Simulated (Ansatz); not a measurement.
## Lu: changing the dispersion correction

The cell as given:

```
Lu
1.0
    -1.95411    1.95411    1.95411
     1.95411   -1.95411    1.95411
     1.95411    1.95411   -1.95411
Lu
1
Direct
  0.00000 0.00000 0.00000
```

This isn't the form of Lu at room conditions, which is hcp.

Kept alike: task relaxation of cell and atoms; functional r2SCAN; k mesh 10 × 10 × 10; occupations fermi-dirac, width 0.05 eV; no spin polarisation. Program: Ansatz, Ansatz PAW, cutoff 500 eV. The mesh is that of the run's cell of 1 atom. No spin-orbit coupling.

```csv
dispersion correction,volume (Å³/atom)
D3(BJ),28.899
D3(BJ)-ATM,29.057
D4,29.302
none,29.492
rVV10,28.972
```

The relaxations keep at least the cell's symmetry (Im-3m). For a metal such a mesh leaves the last digits unconverged. Relaxations stop with a little pressure left, so the last digits of a volume or edge aren't settled. All rows use potentials made for PBE.

**Question.** What does the dispersion correction change here?

**Answer.** The volume runs from 28.899 (D3(BJ)) to 29.492 Å³/atom (none). Against no correction: D3(BJ) -2.0 %; D3(BJ)-ATM -1.5 %; D4 -0.6 %; rVV10 -1.8 %. Dispersion terms mostly attract and so lower the volume; the schemes' coefficients and damping set how far.
